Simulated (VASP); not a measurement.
# MgO (Cm) in VASP: notebook, part 2 of 2

VASP 6.6.1.

## (4) Single point, PBE (strain +0.0150 x Voigt [0, 0, 0, 1, 0, 0], atoms carried along)

INCAR

```
  ALGO = Normal
  EDIFF = 1E-7
  ENCUT = 520
  GGA = PE
  ISIF = 2
  ISMEAR = 0
  LASPH = T
  LCHARG = T
  LELF = T
  LREAL = F
  LVHAR = T
  LWAVE = F
  NBANDS = 16
  NELM = 100
  PREC = Accurate
  SIGMA = 0.05
```

KPOINTS

```
k-points
0
Gamma
  9 9 6
```

POSCAR

```
MgO
1.0
    3.3077869865      0.0000000000      0.0000000000
   -1.6538934933      2.8646275606      0.0214847067
    0.0000000000      0.0373716125      4.9828816700
Mg O
2 2
Direct
    0.3333333333      0.6666666667      0.0021597400
    0.6666666667      0.3333333333      0.5021597400
    0.3333333333      0.6666666667      0.4024402600
    0.6666666667      0.3333333333      0.9024402600
```

Potentials or basis: VASP PAW PBE potentials, release 64 (Mg, O).

Command:

```
> cat potpaw_PBE.64/Mg/POTCAR potpaw_PBE.64/O/POTCAR > POTCAR
> mpirun -np 1 vasp_std > vasp.out
```

OUTCAR:

```text
EDIFF = 1E-7
   ENCUT = 520
   GGA = PE
   ISIF = 2
   ISMEAR = 0
   LASPH = T
   LREAL = F
   NELM = 100
   PREC = Accurate

 ion  position               nearest neighbor table
   1  0.333  0.667  0.002-   4 1.97   4 1.98   4 1.98   3 1.99   2 3.12   2 3.13   2 3.13   2 3.15
                             2 3.15   2 3.16
   2  0.667  0.333  0.502-   3 1.97   3 1.97   3 1.98   4 1.99   1 3.12   1 3.13   1 3.13   1 3.15
                             1 3.15   1 3.16
   3  0.333  0.667  0.402-   2 1.97   2 1.97   2 1.98   1 1.99
   4  0.667  0.333  0.902-   1 1.97   1 1.98   1 1.98   2 1.99

  LATTYP: Found a base centered monoclinic cell.
 ALAT       =     5.7294162542
 B/A-ratio  =     0.5773340319
 C/A-ratio  =     0.8697259180
 COS(beta)  =    -0.0149991563

  Lattice vectors:

 A1 = (  -1.6538934932,  -2.8646275606,  -0.0214847067)
 A2 = (   1.6538934933,  -2.8646275606,  -0.0214847067)
 A3 = (   0.0000000000,   0.0373716125,   4.9828816700)

Analysis of symmetry for initial positions (statically):
=====================================================================
 Subroutine PRICEL returns:
 Original cell was already a primitive cell.

 Routine SETGRP: Setting up the symmetry group for a
 base centered monoclinic supercell.

 Subroutine GETGRP returns: Found  2 space group operations
 (whereof  2 operations were pure point group operations)
 out of a pool of  4 trial point group operations.

The static configuration has the point symmetry C_1h.

Analysis of symmetry for dynamics (positions and initial velocities):
=====================================================================
 Subroutine PRICEL returns:
 Original cell was already a primitive cell.

 Routine SETGRP: Setting up the symmetry group for a
 base centered monoclinic supercell.

 Subroutine GETGRP returns: Found  2 space group operations
 (whereof  2 operations were pure point group operations)
 out of a pool of  4 trial point group operations.

The dynamic configuration has the point symmetry C_1h.

 Subroutine INISYM returns: Found  2 space group operations
 (whereof  2 operations are pure point group operations),
 and found     1 'primitive' translations

----------------------------------------------------------------------------------------

                                     Primitive cell

  volume of cell :      47.2130

  direct lattice vectors                    reciprocal lattice vectors
     3.307786987  0.000000000  0.000000000     0.302316928  0.174552578 -0.001309144
    -1.653893493  2.864627561  0.021484707     0.000000000  0.349105157 -0.002618289
     0.000000000  0.037371612  4.982881670     0.000000000 -0.001505238  0.200698375

  length of vectors
     3.307786987  3.307856759  4.983021812     0.349092884  0.349114975  0.200704019

  position of ions in fractional coordinates (direct lattice)
     0.333333333  0.666666667  0.002159740
     0.666666667  0.333333333  0.502159740
     0.333333333  0.666666667  0.402440260
     0.666666667  0.333333333  0.902440260

  ion indices of the primitive-cell ions
   primitive index   ion index
                 1           1
                 2           2
                 3           3
                 4           4

[... 30 lines left out ...]
  0.222222  0.000000 -0.000000      4.000000
  0.333333  0.000000  0.000000      4.000000
  0.444444  0.000000 -0.000000      4.000000
  0.000000  0.111111 -0.000000      2.000000
[... 16 lines left out ...]
  0.333333  0.333333  0.000000      2.000000
  0.000000  0.444444  0.000000      2.000000
 [... further k-points ...]
   k-points           NKPTS =    140   k-points in BZ     NKDIM =    140   number of bands    NBANDS=     16
   number of dos      NEDOS =    301   number of ions     NIONS =      4
   total plane-waves  NPLWV =  31360
   dimension x,y,z NGX =    28 NGY =   28 NGZ =   40
   dimension x,y,z NGXF=    56 NGYF=   56 NGZF=   80
   ions per type =               2   2
   NGX,Y,Z   is equivalent  to a cutoff of  14.07, 14.07, 13.34 a.u.
   NGXF,Y,Z  is equivalent  to a cutoff of  28.15, 28.14, 26.69 a.u.
 SYSTEM =  unknown system
   PREC   = accura    normal or accurate (medium, high low for compatibility)
   ISTART =      0    job   : 0-new  1-cont  2-samecut
   ICHARG =      2    charge: 1-file 2-atom 10-const
   ISPIN  =      1    spin polarized calculation?
   LNONCOLLINEAR =      F non collinear calculations
   LSORBIT =      F    spin-orbit coupling
   LASPH  =      T    aspherical Exc in radial PAW
   ENCUT  =  520.0 eV  38.22 Ry    6.18 a.u.   6.15  6.15  9.27*2*pi/ulx,y,z
   NELM   =    100;   NELMIN=  2; NELMDL= -5     # of ELM steps
   EDIFF  = 0.1E-06   stopping-criterion for ELM
   LREAL  =      F    real-space projection
   EDIFFG = 0.1E-05   stopping-criterion for IOM
   NSW    =      0    number of steps for IOM
   IBRION =     -1    ionic relax: 0-MD 1-quasi-New 2-CG
   NFREE  =      0    steps in history (QN), initial steepest desc. (CG)
   ISIF   =      2    stress and relaxation
   ISYM   =      2    0-nonsym 1-usesym 2-fastsym
   POTIM  = 0.5000    time-step for ionic-motion
   TEBEG  =    0.0;   TEEND  =   0.0 temperature during run
   PSTRESS=    0.0 pullay stress
   NELECT =      16.0000    total number of electrons
   NUPDOWN=      -1.0000    fix difference up-down
   EMIN   =  10.00;   EMAX   =-10.00  energy-range for DOS
   EFERMI =   0.00;   METHOD = LEGACY
   ISMEAR =     0;   SIGMA  =   0.05  broadening in eV -4-tet -1-fermi 0-gaus
   EFERMI_NEDOS =   21; number of points for ismear=-14 and -15
   IALGO  =     38    algorithm
   IMIX   =      4    mixing-type and parameters
     AMIX     =   0.40;   BMIX     =  1.00
     AMIX_MAG =   1.60;   BMIX_MAG =  1.00
  volume/ion in A,a.u.               =      11.80        79.65
  Fermi-wavevector in a.u.,A,eV,Ry     =   1.141373  2.156882 17.724745  1.302732
  Thomas-Fermi vector in A             =   2.278073
   LORBIT       =      0    0 simple, 1 ext, 2 COOP (PROOUT), +10 PAW based schemes
   GGA     = PE    functional components
   LHFCALC =     F    Hartree Fock is set to
   AEXX    =    0.0000 exact exchange contribution
   IVDW    =     0    specifies the selected vdW correction
   LEPSILON=     F    determine dielectric tensor
   LRPA    =     F    only Hartree local field effects (RPA)
 non-spin polarized calculation
 Gauss-broadening in eV      SIGMA  =   0.05
  energy-cutoff  :      520.00
  volume of cell :       47.21
 maximum number of plane-waves:      1284
 NGX is ok and might be reduce to    28
   NGX = 13   NGY = 13   NGZ = 19

 number of electron      15.9999997 magnetization

 Free energy of the ion-electron system (eV)
  ---------------------------------------------------
  ext. energy  EPLUGINS =         0.00000000
  ---------------------------------------------------
  free energy    TOTEN  =       -23.51757374 eV

  energy without entropy =      -23.51757374  energy(sigma->0) =      -23.51757374

 E-fermi :   1.4079     XC(G=0):  -9.7440

 val. band max:        1.1611728165   @ k =   0.0000   0.0000   0.0000
 cond. band min:       4.6208905712   @ k =   0.0000   0.0000   0.0000
 fundamental gap:      3.4597177546
 Fermi energy:         1.4079114612

 k-point     1 :       0.0000    0.0000    0.0000
  band No.  band energies     occupation
      1     -15.1157      2.00000
      2     -14.3042      2.00000
      3      -2.1254      2.00000
      4       0.3696      2.00000
      5       0.3696      2.00000
      6       0.7095      2.00000
[... 433 lines left out ...]
      3      -1.9011      2.00000
      4      -1.0137      2.00000
      5      -0.6852      2.00000
      6      -0.1472      2.00000
[... 8 lines left out ...]
     15      15.2728      0.00000
     16      17.0546      0.00000

 [... further k-points ...]

------------------------ aborting loop because EDIFF is reached ----------------------------------------

  FORCE on cell =-STRESS in cart. coord.  units (eV):
  Direction    XX          YY          ZZ          XY          YZ          ZX
  --------------------------------------------------------------------------------------
  -------------------------------------------------------------------------------------
  Total        0.8522283      0.8511521      0.9232637     -0.0000000     -0.3269117      0.0000000
  in kB       28.9204279     28.8839053     31.3310187     -0.0000000    -11.0937702      0.0000000
  external PRESSURE =      29.7117840 kB  Pullay stress =       0.0000000 kB

 VOLUME and BASIS-vectors are now :
 -----------------------------------------------------------------------------
  energy-cutoff  :      520.00
  volume of cell :       47.21
      direct lattice vectors                 reciprocal lattice vectors
     3.307786987  0.000000000  0.000000000     0.302316928  0.174552578 -0.001309144
    -1.653893493  2.864627561  0.021484707     0.000000000  0.349105157 -0.002618289
     0.000000000  0.037371612  4.982881670     0.000000000 -0.001505238  0.200698375

 POSITION                                       TOTAL-FORCE (eV/Angst)
 -----------------------------------------------------------------------------------
     -0.00000      1.90983      0.02508         0.000000     -0.059165      0.009063
      1.65389      0.97364      2.50936         0.000000     -0.055454      0.008844
     -0.00000      1.92479      2.01964        -0.000000      0.055455     -0.008946
      1.65389      0.98860      4.50391        -0.000000      0.059164     -0.008962
 -----------------------------------------------------------------------------------
    total drift:                                0.000000     -0.000710      0.000735

  FREE ENERGIE OF THE ION-ELECTRON SYSTEM (eV)
  ---------------------------------------------------
  free  energy   TOTEN  =       -23.5175737375 eV

  energy  without entropy=      -23.5175737375  energy(sigma->0) =      -23.51757374
```

OSZICAR:

```text
N       E                     dE             d eps       ncg     rms          rms(c)
DAV:   1     0.610933466052E+02    0.61093E+02   -0.75024E+03  4480   0.883E+02
DAV:   2    -0.236817687200E+02   -0.84775E+02   -0.77966E+02  6128   0.196E+02
DAV:   3    -0.277674956192E+02   -0.40857E+01   -0.40758E+01  5088   0.446E+01
DAV:   4    -0.277841657516E+02   -0.16670E-01   -0.16670E-01  5472   0.337E+00
DAV:   5    -0.277842480540E+02   -0.82302E-04   -0.82302E-04  5160   0.227E-01    0.117E+01
DAV:   6    -0.235716874425E+02    0.42126E+01   -0.12184E+01  4480   0.261E+01    0.386E+00
DAV:   7    -0.235239990691E+02    0.47688E-01   -0.16707E-01  4544   0.327E+00    0.220E+00
DAV:   8    -0.235192228135E+02    0.47763E-02   -0.95846E-02  4664   0.337E+00    0.504E-01
DAV:   9    -0.235167934547E+02    0.24294E-02   -0.31942E-03  5720   0.519E-01    0.172E-01
DAV:  10    -0.235175512659E+02   -0.75781E-03   -0.15121E-03  4520   0.252E-01    0.302E-02
DAV:  11    -0.235175729238E+02   -0.21658E-04   -0.14906E-05  5280   0.274E-02    0.204E-02
DAV:  12    -0.235175737752E+02   -0.85138E-06   -0.88744E-06  4496   0.258E-02    0.310E-03
DAV:  13    -0.235175737375E+02    0.37685E-07   -0.59191E-07  4952   0.618E-03
   1 F= -.23517574E+02 E0= -.23517574E+02  d E =-.154176E-14
```

It took 55 s on 1 thread of Intel Xeon Platinum 8488C (Sapphire Rapids), shared host; peak memory 0.24 GiB.

What came out:

```
Free energy            : -23.5176 eV
Pressure               : 3.0 GPa
Largest force          : 0.060 eV/Å
Band gap on the k mesh : 3.46 eV, direct
```

Forces in eV/Å, atoms in the order of the input:
```
Mg   0.000 -0.059  0.009
Mg   0.000 -0.055  0.009
O    0.000  0.055 -0.009
O    0.000  0.059 -0.009
```

Caveat: an odd mesh through Γ misses points on the zone boundary, where band edges often lie.

## (5) The runs side by side

```csv
cell,gap on the mesh (eV),pressure (GPa),largest force (eV/Å)
"strain -0.0200 x Voigt [0, 0, 0, 1, 0, 0], atoms carried along",3.46,3.0,0.08
"strain -0.0100 x Voigt [0, 0, 0, 1, 0, 0], atoms carried along",3.46,3.0,0.04
"strain +0.0150 x Voigt [0, 0, 0, 1, 0, 0], atoms carried along",3.46,3.0,0.06
```

Alike in all rows: task single point; level PBE; potentials or basis VASP PAW PBE potentials, release 64 (Mg, O); no spin polarisation; k mesh 9 × 9 × 6; cutoff (eV) 520; smearing gaussian 0.05 eV.

Caveats: an odd mesh through Γ misses points on the zone boundary, where band edges often lie.

Absolute energies hang on the potentials; compare differences alone.
